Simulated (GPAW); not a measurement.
**Pb in GPAW: the effect of target pressure**

The system is Pb.

```xyz
1
Lattice="0.0193 2.4629 2.4528 2.5029 -0.0067 2.4789 2.4813 2.4674 0.0148" Properties=species:S:1:pos:R:3 pbc="T T T"
Pb    0.0000    0.0000    0.0000
```

The cell isn't the ideal one: cell sheared at random, sigma 0.01, atoms nudged by 0.01 Å.

Alike in all runs:

| Quantity | Value |
| --- | --- |
| Program | GPAW 26.7.0 |
| Task | relaxation of cell and atoms |
| Functional | PBE |
| Potentials or basis | GPAW PAW data sets (gpaw-data 1.2.1) |
| Cutoff | 600 eV |
| Basis | pw |
| k mesh | 5 × 5 × 5 |
| Occupations | fermi-dirac, width 0.05 eV |
| Spin | no spin polarisation |

Each run relaxes the cell or the atoms first.

| target pressure | target pressure | relaxed volume (Å³/atom) |
| --- | --- | --- |
| 0 GPa | - | 32.03 |
| 2 GPa | 2 GPa | ? |
| 5 GPa | 5 GPa | 29.07 |
| 10 GPa | 10 GPa | 26.80 |
| 20 GPa | 20 GPa | 24.39 |
| 30 GPa | 30 GPa | 22.78 |

**Question.** What does the run with target pressure 2 GPa give?

**Answer.** Relaxed volume 30.68 Å³/atom.

Worked out: A parabola through the other rows of the relaxed volume, of slope -0.536 Å³/atom per GPa there, gives 30.75 Å³/atom, against the run's 30.68.

Caveats: all runs use coarse meshes; later steps reuse the first step's grids; the volume moved by over 15 % at a fixed basis, so the end points are rough (some runs).
